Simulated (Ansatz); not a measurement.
**MoS2: equation of state with PBEsol**

The system is MoS2, a slab with vacuum.

```xyz
3
Lattice="3.1841 0.0000 0.0000 -1.5921 2.7575 0.0000 0.0000 0.0000 17.3346" Properties=species:S:1:pos:R:3 pbc="T T T"
Mo    0.0000    0.0000    0.0000
S     0.0000    1.8384   15.7833
S     0.0000    1.8384    1.5513
```

```yaml
Program: Ansatz 0.2.0
Task: equation of state
Functional: PBEsol
Potentials_or_basis: all-electron LAPW, scalar-relativistic
Basis_error_allowed: 0.001 eV/atom
k_mesh: 10 × 10 × 2
Occupations: fermi-dirac, width 0.05 eV
Spin: no spin polarisation
```

```yaml
Equilibrium_volume: 49.63 Å³/atom
Bulk_modulus_at_fixed_shape_and_positions: 55 GPa
Pressure_derivative_of_the_bulk_modulus: 4.4
```

Energy against volume, from the lowest point:
```
volume (Å³/atom)  energy (meV/atom)
          47.690              13.91
          48.705               3.03
          49.720               0.00
          50.735               4.01
          51.749              14.31
          52.764              30.27
          53.779              51.27
```

All runs of the series together: 3.3 min on 2 threads of Arm Neoverse V2, on a shared host.

Caveat: the cell was scaled at fixed shape and fractional positions, which overstates the stiffness of a crystal with free parameters, most of all of layers and chains.
